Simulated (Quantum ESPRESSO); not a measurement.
Ti2C: band structure with PBEsol

Ti2C:

```
Ti C
1.0
     1.54070    0.88952    4.81377
    -1.54070    0.88952    4.81377
     0.00000   -1.77905    4.81377
Ti C
2 1
Direct
  0.75450 0.75450 0.75450
  0.24550 0.24550 0.24550
  0.50000 0.50000 0.50000
```

The cell comes from a database or a generator and needn't be the stable form of this composition.

```json
{"Program": "Quantum ESPRESSO 7.5", "Task": "band structure", "Functional": "PBEsol", "Potentials or basis": "GBRV 1.5 PBEsol", "Cutoff": "612 eV", "Density cutoff": "4898 eV", "k mesh": "10 × 10 × 10", "Occupations": "fermi-dirac, width 0.05 eV", "Spin": "no spin polarisation", "Mixing beta": "0.5", "Most SCF iterations": "120", "SCF threshold": "6e-10 Ry"}
```

```
Pressure               : -4.7 GPa
Largest force          : 0.184 eV/Å
Band gap on the k mesh : none (metal or under the smearing width)
```

Forces in eV/Å, atoms in the order of the input:
```
Ti   0.000  0.000  0.184
Ti   0.000  0.000 -0.184
C    0.000  0.000  0.000
```

Stress tensor (GPa, compression positive):
```
-4.89  0.00  0.00
 0.00 -4.89  0.00
 0.00  0.00 -4.21
```

Levels at the corners of the path, in eV from the Fermi level:
```csv
point,band 12,band 13,band 14,band 15,band 16,band 17
Γ,-2.55,-2.03,0.48,0.48,1.00,1.94
L,-2.44,-1.28,-0.96,0.12,1.84,2.69
B1,-2.81,-0.96,-0.55,0.52,1.24,2.36
B,-2.81,-0.96,-0.55,0.52,1.24,2.36
Z,-2.40,-0.89,0.14,0.85,0.85,1.76
Γ,-2.55,-2.03,0.48,0.48,1.00,1.94
X,-2.80,-0.99,-0.52,0.53,1.13,2.36
Q,-2.80,-0.99,-0.52,0.53,1.13,2.36
F,-2.61,-1.67,-0.88,0.88,2.48,2.87
P1,-2.57,-1.56,-0.97,0.58,2.43,2.78
Z,-2.40,-0.89,0.14,0.85,0.85,1.76
L,-2.44,-1.28,-0.96,0.12,1.84,2.69
P,-2.57,-1.56,-0.97,0.58,2.43,2.78
```

Wall time 78 s on 2 MPI ranks on Intel(R) Xeon(R) 6975P-C (Granite Rapids), with other jobs on the host, peak memory 0.28 GiB a rank.
